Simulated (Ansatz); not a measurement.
Planning a run of Ansatz 0.2.0 on CsSnI3 (P4/mmm). The input:

```yaml
crystal:
  lattice:
    - [6.286228, 0.0, 0.0]
    - [0.0, 6.286228, 0.0]
    - [0.0, 0.0, 6.47481484]
  atoms:
    - { symbol: Cs, position: [0.5, 0.5, 0.5] }
    - { symbol: Sn, position: [0.0, 0.0, 0.0] }
    - { symbol: I, position: [0.5, 0.0, 0.0] }
    - { symbol: I, position: [0.0, 0.0, 0.5] }
    - { symbol: I, position: [0.0, 0.5, 0.0] }
kpoints:
  mp_grid: { grid: [2, 2, 2] }
  band_path:
    path: [[0.0, 0.0, 0.0], [0.0, 0.5, 0.0], [0.5, 0.5, 0.0], [0.5, 0.5, 0.5]]
    npoints: 1
hamiltonian:
  xc: hse06
  pseudopotentials: { kind: paw, azcp: { folder: soft_1 } }
scf:
  occupations: { method: fixed }
  n_extra_bands: 5
output:
  eigenvalues: true
```

```sh
ansatz run input.yaml --threads 2 --pin off --max-ram 73728MiB --backend cuda --events-out ev --progress --plain --runs-dir out --devices 1 --max-vram 13GiB
```

Estimate wall time and host memory on 1 × NVIDIA H100 80GB HBM3 (shared by 6 runs) with 2 threads of AMD EPYC 7R13 (Zen 3), shared host.

It took 16 s; on shared hardware allow 8 s to 32 s. Peak host memory was 1.2 GiB. The sizes that set the cost: 5017 plane waves a state, 6 irreducible k points and 14 SCF cycles.

Exact exchange couples every pair of k points and filled bands, so it costs far more than a semilocal run.

[Paths, hosts, dates, memory and timing lines, banners, echoed tables and standing remarks are left out of the program output.]

[Logs are printed without paths, hosts, clocks, repeated set-up lines and the standing remarks that a program may print on its own settings, such as how far it seeks lower states.]

[Runs of the session that timed out or met a known fault of the program may be left out.]

[Cells called generated may have been cut or substituted from an entry of the Crystallography Open Database or the Materials Project.]

[Hosts, paths, dates, database ids (printed as entryN), source tags and the programs' standing remarks are cut or masked in the printed files.]
